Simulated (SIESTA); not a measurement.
Input of a SIESTA 5.4.2 run:

The input MoS2.fdf:

```
SystemName                      MoS2
SystemLabel                     MoS2
NumberOfSpecies                 2
NumberOfAtoms                   3
%block ChemicalSpeciesLabel
  1  42 Mo
  2  16 S
%endblock ChemicalSpeciesLabel

LatticeConstant                 1.0 Ang
%block LatticeVectors
     3.1841260822     0.0000000000     0.0000000000
    -1.5920630411     2.7575340760     0.0000000000
     0.0000000000     0.0000000000    17.3345999500
%endblock LatticeVectors
AtomicCoordinatesFormat         Fractional
%block AtomicCoordinatesAndAtomicSpecies
     0.0000000000     0.0000000000     0.0000000000  1  Mo
     0.3333333333     0.6666666667     0.9105070200  2  S
     0.3333333333     0.6666666667     0.0894929800  2  S
%endblock AtomicCoordinatesAndAtomicSpecies

%block kgrid.MonkhorstPack
    8   0   0  0.0
    0   8   0  0.0
    0   0   2  0.0
%endblock kgrid.MonkhorstPack
XC.Functional                   GGA
XC.Authors                      PBEsol
PAO.BasisSize                   DZP
PAO.EnergyShift                 0.003 Ry
Mesh.Cutoff                     800 Ry
DFTU.ProjectorGenerationMethod  1
%block DFTU.Proj
  Mo 1
  n=4 2
  4.00 0.00
  0.0
%endblock DFTU.Proj
DFTU.PopTol                     1.0e-5
DFTU.FirstIteration             true
OccupationFunction              FD
ElectronicTemperature           0.05 eV
MaxSCFIterations                200
SCF.MustConverge                false
SCF.Mixer.Method                Pulay
SCF.Mixer.Weight                0.1
SCF.Mixer.History               10
SCF.DM.Tolerance                5.0e-05
SCF.H.Tolerance                 1.0e-03 eV
WriteForces                     true
Charge.Mulliken                 end
%block ProjectedDensityOfStates
  EF -10.0 15.0 0.1 201 eV
%endblock ProjectedDensityOfStates
%block PDOS.kgrid.MonkhorstPack
   12   0   0  0.0
    0  12   0  0.0
    0   0   3  0.0
%endblock PDOS.kgrid.MonkhorstPack
%block PAO.Basis
  Mo 5
  n=4 0 2
    3.234 0.000
  n=5 0 2
    8.897 0.000
  n=4 1 2
    3.729 0.000
  n=5 1 1
    8.897
  n=4 2 2
    6.735 0.000
%endblock PAO.Basis
```

Potentials or basis: PseudoDojo 0.4 standard (PBEsol files), DZP (energy shift 0.003 Ry; two zetas on semicore shells).

Run with:

```console
$ siesta < MoS2.fdf > MoS2.out 2>&1
```

Estimate the band gap on the k mesh.

1.78 eV, indirect (least direct gap 1.99 eV).

What does it give for the largest force?

0.027 eV/Å.

States per cell in windows of 1 eV (zero at the valence-band top; states under -8 eV left out):
```csv
from (eV),total,S_p,Mo_d,S_d,Mo_s,Mo_p,S_s
-8.0,0.00,0.00,0.00,0.00,0.00,0.00,0.00
-7.0,0.00,0.00,0.00,0.00,0.00,0.00,0.00
-6.0,2.51,1.47,0.71,0.08,0.16,0.06,0.03
-5.0,1.47,0.89,0.40,0.04,0.02,0.07,0.06
-4.0,3.48,2.01,1.04,0.10,0.09,0.13,0.11
-3.0,1.77,0.95,0.67,0.06,0.01,0.06,0.01
-2.0,2.67,1.97,0.53,0.05,0.01,0.07,0.05
-1.0,2.10,0.75,1.20,0.07,0.01,0.05,0.02
0.0,0.01,0.00,0.00,0.00,0.00,0.00,0.00
1.0,0.29,0.06,0.21,0.01,0.01,0.00,0.00
2.0,4.19,1.36,2.52,0.20,0.04,0.05,0.02
3.0,1.98,0.76,0.98,0.19,0.00,0.03,0.02
4.0,1.52,0.63,0.76,0.09,0.00,0.01,0.02
5.0,0.02,0.01,0.01,0.00,0.00,0.00,0.00
6.0,0.37,0.03,0.03,0.19,0.10,0.02,0.00
7.0,0.75,0.08,0.08,0.32,0.22,0.06,0.01
```

Caveat: the basis of atomic orbitals isn't converged, which shifts pressures, moduli and gaps.
